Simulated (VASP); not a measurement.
# WS₂: relaxation of the cell, by dispersion

WS₂, P6_3/mmc (no. 194), 6 atoms in the cell.

| Dispersion | Volume (A^3) | Pressure left (GPa) | Ionic steps | SCF steps in all | Time (s) |
|---|---|---|---|---|---|
| none | 123.746 | -0.01 | 14 | 144 | 327 |
| TS | 106.525 | 0.00 | 14 | 131 | 342 |
| TS by libMBD | 106.347 | 0.00 | 15 | 139 | 356 |
| TS by libMBD, surface set | 106.347 | 0.00 | 15 | 139 | 408 |

## Input of the first row

INCAR:
```
SYSTEM = WS2
ALGO = Normal
EDIFF = 1E-7
EDIFFG = -0.01
ENCUT = 600
IBRION = 2
ISIF = 3
ISMEAR = 0
LASPH = .TRUE.
LCHARG = .FALSE.
LREAL = .FALSE.
LWAVE = .FALSE.
NELM = 100
NSW = 50
PREC = Accurate
SIGMA = 0.02
```

KPOINTS:
```
k-points
0
Gamma
  7 7 2
```

POSCAR:
```
WS2
1.0
    3.1800000000      0.0000000000      0.0000000000
   -1.5900000000      2.7539607840      0.0000000000
    0.0000000000      0.0000000000     12.5000000000
W S
2 4
Direct
    0.6666666667      0.3333333333      0.7500000000
    0.3333333333      0.6666666667      0.2500000000
    0.6666666667      0.3333333333      0.3750000000
    0.3333333333      0.6666666667      0.8750000000
    0.6666666667      0.3333333333      0.1250000000
    0.3333333333      0.6666666667      0.6250000000
```

Commands:
```
cat potpaw_PBE.64/W_sv/POTCAR potpaw_PBE.64/S/POTCAR > POTCAR
mpirun -np 1 vasp_std > vasp.out
```

Changes of the last row against the first:
```
+ IVDW = 14
+ LIBMBD_METHOD = ts
+ LIBMBD_VDW_PARAMS_KIND = tssurf
```

VASP 6.6.1 took 327 s on 1 core (AMD EPYC 9R45 (Zen 5)), a shared host.
